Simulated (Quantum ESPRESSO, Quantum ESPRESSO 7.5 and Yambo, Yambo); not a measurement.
# Quasiparticle gap of CdS (Hawleyite) in Yambo

How does a plane-wave GW calculation on CdS (Hawleyite) run from the first input to the gap?

Method: PBE and many-body steps on it, plane waves, in Quantum ESPRESSO 7.5 and Yambo 5.3.0.

**Experimental background.**

- Gap 2.42 eV: optical gap from inflexion point of photoacoustic spectrum, as-grown film; photoacoustic spectroscopy; film (as-grown chemical bath deposited film, about 0.25 um thick, deposited at 80 C) (“Study of the band--gap shift in CdS films: Influence of thermal annealing in different atmospheres”, 1995, arxiv:cond-mat/9501125).

Most raw output is cut from this account.

**1. Starting point**

Symmetry: F-43m, No. 216, cubic system. Conventional cell: a = 5.833 Å, b = 5.833 Å, c = 5.833 Å, α = 90.00°, β = 90.00°, γ = 90.00°. Nearest to Cd lie 4 S at 2.53 Å. Nearest to S lie 4 Cd at 2.53 Å. Farther neighbours and most contacts between anions are not listed.

The cell and positions come from the Crystallography Open Database and are kept as given unless a step says otherwise.

**2. Ground state**

This step: Quantum ESPRESSO 7.5; DFT, PBE, plane waves, norm-conserving pseudopotentials.

The ground-state density comes first.

Contents of pw.in:

```
&control
  calculation = 'scf'
  prefix = 'x'
  outdir = 'o'
  pseudo_dir = 'pseudo'
/
&system
  ibrav = 0
  nat = 2
  ntyp = 2
  ecutwfc = 94.0
  nbnd = 18
  force_symmorphic = .true.
/
&electrons
  conv_thr = 1e-10
  electron_maxstep = 80
  mixing_beta = 0.5
/
ATOMIC_SPECIES
  Cd 112.41 Cd.upf
  S 32.06 S.upf
CELL_PARAMETERS angstrom
  -0.0000000000 2.9165000000 2.9165000000
  2.9165000000 -0.0000000000 2.9165000000
  2.9165000000 2.9165000000 -0.0000000000
ATOMIC_POSITIONS crystal
  Cd 0.0000000000 0.0000000000 0.0000000000
  S 0.2500000000 0.2500000000 0.2500000000
K_POINTS automatic
  6 6 6 0 0 0
```

On the command line:

```
OMP_NUM_THREADS=1 mpirun -n 4 pw.x -nk 4 -in pw.in > pw.out
```

Wall time 7.5 s (4 MPI ranks of Arm Neoverse V2, shared host); peak memory 0.29 GiB.

This step gave:

| Quantity | Value |
| --- | --- |
| total energy | -5072.6642 eV |
| gap | 1.145 eV |
| k of the valence top | 0, 0, 0 |
| k of the conduction bottom | 0, 0, 0 |
| least direct gap | 1.145 eV |

The gap is direct, at Γ.

**3. Bands along the symmetry lines**

The cheap functional maps the bands first; the places of the edges decide which points the dearer methods must see.

Contents of pw.in:

```
&control
  calculation = 'bands'
  prefix = 'x'
  outdir = 'o'
  pseudo_dir = 'pseudo'
/
&system
  ibrav = 0
  nat = 2
  ntyp = 2
  ecutwfc = 94.0
  nbnd = 19
  force_symmorphic = .true.
/
&electrons
  conv_thr = 1e-9
  electron_maxstep = 80
  diago_full_acc = .true.
  diago_thr_init = 5e-6
/
ATOMIC_SPECIES
  Cd 112.41 Cd.upf
  S 32.06 S.upf
CELL_PARAMETERS angstrom
  -0.0000000000 2.9165000000 2.9165000000
  2.9165000000 -0.0000000000 2.9165000000
  2.9165000000 2.9165000000 -0.0000000000
ATOMIC_POSITIONS crystal
  Cd 0.0000000000 0.0000000000 0.0000000000
  S 0.2500000000 0.2500000000 0.2500000000
K_POINTS crystal
  50
  0.00000000 0.00000000 0.00000000 1
  -0.06250000 -0.06250000 0.00000000 1
  -0.12500000 -0.12500000 0.00000000 1
  -0.18750000 -0.18750000 0.00000000 1
  -0.25000000 -0.25000000 0.00000000 1
  -0.31250000 -0.31250000 0.00000000 1
  -0.37500000 -0.37500000 0.00000000 1
  -0.43750000 -0.43750000 0.00000000 1
  -0.50000000 -0.50000000 0.00000000 1
  -0.48437500 -0.48437500 0.03125000 1
  -0.46875000 -0.46875000 0.06250000 1
  -0.45312500 -0.45312500 0.09375000 1
  -0.43750000 -0.43750000 0.12500000 1
  -0.42187500 -0.42187500 0.15625000 1
  -0.40625000 -0.40625000 0.18750000 1
  -0.39062500 -0.39062500 0.21875000 1
  -0.37500000 -0.37500000 0.25000000 1
  -0.37500000 0.00000000 0.37500000 1
  -0.32812500 0.00000000 0.32812500 1
  -0.28125000 0.00000000 0.28125000 1
  -0.23437500 0.00000000 0.23437500 1
  -0.18750000 0.00000000 0.18750000 1
  -0.14062500 0.00000000 0.14062500 1
  -0.09375000 0.00000000 0.09375000 1
  -0.04687500 0.00000000 0.04687500 1
  0.00000000 0.00000000 0.00000000 1
  0.00000000 0.00000000 0.06250000 1
  0.00000000 0.00000000 0.12500000 1
  0.00000000 0.00000000 0.18750000 1
  0.00000000 0.00000000 0.25000000 1
  0.00000000 0.00000000 0.31250000 1
  0.00000000 0.00000000 0.37500000 1
  0.00000000 0.00000000 0.43750000 1
  0.00000000 0.00000000 0.50000000 1
  -0.06250000 -0.03125000 0.46875000 1
  -0.12500000 -0.06250000 0.43750000 1
  -0.18750000 -0.09375000 0.40625000 1
  -0.25000000 -0.12500000 0.37500000 1
  -0.31250000 -0.15625000 0.34375000 1
  -0.37500000 -0.18750000 0.31250000 1
  -0.43750000 -0.21875000 0.28125000 1
  -0.50000000 -0.25000000 0.25000000 1
  -0.50000000 -0.28125000 0.21875000 1
  -0.50000000 -0.31250000 0.18750000 1
  -0.50000000 -0.34375000 0.15625000 1
  -0.50000000 -0.37500000 0.12500000 1
  -0.50000000 -0.40625000 0.09375000 1
  -0.50000000 -0.43750000 0.06250000 1
  -0.50000000 -0.46875000 0.03125000 1
  -0.50000000 -0.50000000 0.00000000 1
```

Run time: 6.5 s. Hardware: 4 MPI ranks; peak memory 0.25 GiB; 26 s of CPU time.

This step gave:

```yaml
gap: 1.145 eV
k_of_the_valence_top: 0, 0, 0
k_of_the_conduction_bottom: 0, 0, 0
least_direct_gap: 1.145 eV
```

The gap is 1.145 eV, as in the run before at this level.

Electronic bands along the path, in eV, zero at the top of the highest filled band:

| point | band 10 | band 11 | band 12 | band 13 | band 14 | band 15 | band 16 | band 17 |
| --- | --- | --- | --- | --- | --- | --- | --- | --- |
| Γ | -7.24 | 0.00 | 0.00 | 0.00 | 1.14 | 6.53 | 6.53 | 6.53 |
| halfway | -7.20 | -2.31 | -1.02 | -1.02 | 3.59 | 4.82 | 8.12 | 8.12 |
| X | -6.80 | -3.95 | -1.88 | -1.88 | 3.56 | 4.35 | 9.20 | 10.77 |
| halfway | -6.74 | -3.94 | -2.15 | -1.78 | 3.85 | 4.66 | 8.94 | 10.01 |
| U | -6.67 | -3.93 | -2.53 | -1.52 | 4.24 | 5.45 | 8.48 | 9.01 |
| jump to K | -6.67 | -3.93 | -2.53 | -1.52 | 4.24 | 5.45 | 8.48 | 9.01 |
| halfway | -7.19 | -2.75 | -1.36 | -0.42 | 3.61 | 6.10 | 6.75 | 7.27 |
| Γ | -7.24 | 0.00 | 0.00 | 0.00 | 1.14 | 6.53 | 6.53 | 6.53 |
| halfway | -7.24 | -2.49 | -0.40 | -0.40 | 2.78 | 6.28 | 7.03 | 7.03 |
| L | -6.86 | -4.39 | -0.75 | -0.75 | 3.01 | 7.00 | 7.00 | 7.46 |
| halfway | -6.75 | -4.11 | -1.93 | -1.22 | 4.38 | 5.81 | 7.21 | 8.35 |
| W | -6.61 | -3.89 | -2.26 | -2.18 | 5.42 | 5.43 | 7.23 | 8.04 |
| halfway | -6.70 | -3.92 | -2.08 | -2.03 | 4.26 | 4.83 | 8.67 | 8.94 |
| X | -6.80 | -3.95 | -1.88 | -1.88 | 3.56 | 4.35 | 9.20 | 10.77 |

**4. Empty states on the mesh, 4×4×4 mesh, 194 bands**

The sums over transitions need many empty states on a uniform mesh; this step solves for them.

Contents of pw.in:

```
&control
  calculation = 'nscf'
  prefix = 'x'
  outdir = 'o'
  pseudo_dir = 'pseudo'
/
&system
  ibrav = 0
  nat = 2
  ntyp = 2
  ecutwfc = 94.0
  nbnd = 194
  force_symmorphic = .true.
/
&electrons
  conv_thr = 1e-9
  electron_maxstep = 80
  diago_full_acc = .true.
  diago_thr_init = 5e-6
/
ATOMIC_SPECIES
  Cd 112.41 Cd.upf
  S 32.06 S.upf
CELL_PARAMETERS angstrom
  -0.0000000000 2.9165000000 2.9165000000
  2.9165000000 -0.0000000000 2.9165000000
  2.9165000000 2.9165000000 -0.0000000000
ATOMIC_POSITIONS crystal
  Cd 0.0000000000 0.0000000000 0.0000000000
  S 0.2500000000 0.2500000000 0.2500000000
K_POINTS automatic
  4 4 4 0 0 0
```

It took 19 s on 4 MPI ranks; peak memory 0.55 GiB; 76 s of CPU time.

This step gave:

```yaml
gap: 1.145 eV
k_of_the_valence_top: 0, 0, 0
k_of_the_conduction_bottom: 0, 0, 0
least_direct_gap: 1.145 eV
k_points_computed: 8
lowest_point_of_the_top_converged_band_above_the_valence_top: 125.6039 eV
```

On this mesh the gap is 1.145 eV.

**5. Conversion and set-up**

This step: Yambo 5.3.0; conversion and set-up on PBE, plane waves, norm-conserving pseudopotentials.

The states are converted to the many-body program's format and the q mesh is built.

On the command line:

```
(cd o/x.save; p2y > p2y.log; mv SAVE ../..); yambo > setup.log
```

Run time: 2.5 s. Hardware: 1 MPI rank; peak memory 0.25 GiB.

**6. Screening and self-energy, 4×4×4 mesh, 194 bands, screening to 217.7 eV**

G0W0 replaces the xc potential by the self-energy, built once from these orbitals. Only a window of levels is corrected, while the sums run over the empty bands that the input names.

This step: G0W0 on PBE, plane waves, norm-conserving pseudopotentials.

Contents of gw1.in:

```
HF_and_locXC
gw0
dyson
ppa
em1d
rim_cut
RandQpts= 1000000
RandGvec= 1 RL
EXXRLvcs= 94 Ry
VXCRLvcs= 376 Ry
Chimod= "HARTREE"
% BndsRnXp
 1 | 194 |
%
NGsBlkXp= 16 Ry
% LongDrXp
 1 | 1 | 1 |
%
% GbndRnge
 1 | 194 |
%
DysSolver= "n"
ExtendOut
PPAPntXp= 27.21138 eV
% QPkrange
 1 | 1 | 12 | 15 |
%
```

On the command line:

```
OMP_NUM_THREADS=1 mpirun -n 4 yambo -F gw1.in -J gw1 -C gw1 > gw1.log
```

The job ended after 2.9 min (4 MPI ranks; peak memory 1.9 GiB; 11 min of CPU time).

Numbers from this step:

```yaml
g0w0_gap_on_the_points_computed: 2.173 eV
starting_gap_on_the_mesh: 1.145 eV
k_of_the_valence_top: 0, 0, 0
k_of_the_conduction_bottom: 0, 0, 0
least_direct_g0w0_gap_on_the_computed_points: 2.173 eV
z_at_the_valence_top: 0.7857
z_at_the_conduction_bottom: 0.8154
```

The gap on the mesh goes from 1.14 eV to 2.17 eV, a correction of +1.03 eV.

Limits: finite bands, cutoff and mesh; no spin-orbit coupling; coarse k mesh. v1 is the top filled band, c1 the lowest empty one. Levels before and after the correction, in eV, zero at the valence-band top of each column:

|  | conduction bottom | valence top |
| --- | --- | --- |
| Kohn-Sham | 1.14 | 0.00 |
| G0W0 | 2.17 | 0.00 |

|  | level | energy (eV) |
| --- | --- | --- |
| Kohn-Sham | Γ v2-v1 | 0.000 |
| Kohn-Sham | Γ c1 | 1.145 |
| Kohn-Sham | Γ c2 | 6.531 |
| G0W0 | Γ v2-v1 | 0.000 |
| G0W0 | Γ c1 | 2.173 |
| G0W0 | Γ c2 | 7.819 |

**7. Where the time went**

Times are wall times on the hardware named with each run, good to a factor of about two.

| step | time | share | memory (GiB) |
| --- | --- | --- | --- |
| ground state | 7.5 s | 4 % | 0.29 |
| bands along the symmetry lines | 6.5 s | 3 % | 0.25 |
| empty states on the mesh | 19 s | 9 % | 0.55 |
| conversion and set-up | 2.5 s | 1 % | 0.25 |
| screening and self-energy | 2.9 min | 83 % | 1.9 |

**8. Outcome**

```json
{
  "PBE gap": "1.14 eV, direct",
  "G0W0 gap on the mesh": "2.17 eV",
  "GW settings": "4×4×4 mesh, 194 bands, screening to 217.7 eV, Godby-Needs plasmon pole",
  "known limits": "not at the basis limit; no spin-orbit coupling; coarse k mesh"
}
```

What this shows: G0W0 moves the gap on the mesh from 1.14 eV to 2.17 eV (+1.03 eV), with Z of 0.79 and 0.82 at the edges. Only 1 of the mesh's irreducible points was corrected, so a valley elsewhere could overtake. The dearest step here is «screening and self-energy». Against experiment, by G0W0@PBE: the gap of 2.17 eV lies −0.25 eV from the measured 2.42 eV (optical, 1995). An exciton line or allowed optical edge lies below the quasiparticle gap by the binding energy; a forbidden edge can push the onset above it. The calculation has static nuclei and no excitons; a measured gap holds zero-point and thermal motion, which mostly lowers it. Bands and cutoff are finite, so the gap is not at the basis limit. The miss can reach some tenths of an eV and take either sign; the mesh is an error of its own. In the G0W0 run levels were corrected at 1 k point alone, so a gap called «on the mesh» is the least over those, and an edge elsewhere would be missed. The 4×4×4 mesh is coarse for this cell, which bears on the long-range parts of exchange and screening. The many-body steps are scalar-relativistic: spin-orbit coupling is not in them.

[Paths, hosts, dates, memory and timing lines, banners, echoed tables and standing remarks are left out of the program output.]

[Logs are printed without paths, hosts, clocks, repeated set-up lines and the standing remarks that a program may print on its own settings, such as how far it seeks lower states.]

[Runs of the session that timed out or met a known fault of the program may be left out.]

[Hosts, paths, dates, database ids (printed as entryN), source tags and the programs' standing remarks are cut or masked in the printed files.]
